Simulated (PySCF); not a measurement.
Species: oxalic acid, C2H2O4.
Numbering: `[O:1]=[C:2]([OH:3])[C:4](=[O:5])[OH:6]` (hydrogens: H7 on O3; H8 on O6)

Structure used (PBE0-D3(BJ)/def2-SVP), in Å, numbered top down from 1:
```
atom  x, y, z in Å
O1     0.9537   -0.4765   -1.3967
C2     0.7090   -0.1731   -0.2649
O3     1.5992   -0.0729    0.7127
C4    -0.6966    0.1557    0.2546
O5    -0.9475    0.4182    1.3953
O6    -1.5798    0.1045   -0.7332
H7     2.4628   -0.2888    0.3278
H8    -2.4437    0.3168   -0.3470
```

All values: PBE0/pcSseg-1 (PySCF, non-relativistic), on one gas-phase PBE0-D3(BJ)/def2-SVP geometry that isn't relaxed in the solvent. The solvent is an IEF-PCM continuum (cavity from Bondi-type radii × 1.2). Only the electrostatic response of the medium enters.

```csv
run,E − E(gas) (kJ/mol),HOMO (eV),HOMO–LUMO gap (eV),dipole (D)
gas,0.00,-8.28,6.30,0.07
P,-47.26,-8.31,6.39,0.08
Q,-19.53,-8.28,6.34,0.07
```

Q: The runs were made in acetone and cyclohexane. Which run belongs to which solvent?

A: P = acetone, Q = cyclohexane. The dielectric constants are 2.017 (cyclohexane), 20.49 (acetone), and the energy falls further as ε rises. In this model the ground state sees the solvent through ε alone.

Q: How constant is the ratio of the lowering to (ε − 1)/(2ε + 1)?

A: 
```json
{"solvent": "cyclohexane", "(ε − 1)/(2ε + 1)": "0.202", "E − E(gas) (kJ/mol)": "-19.53", "ratio (kJ/mol)": "-96.7", "polarisation term (kJ/mol)": "-20.37"}
{"solvent": "acetone", "(ε − 1)/(2ε + 1)": "0.464", "E − E(gas) (kJ/mol)": "-47.26", "ratio (kJ/mol)": "-101.8", "polarisation term (kJ/mol)": "-52.17"}
```

The ratio changes by +5.3 % in size from cyclohexane to acetone. The polarisation term is half the interaction of the solute with the induced surface charges.
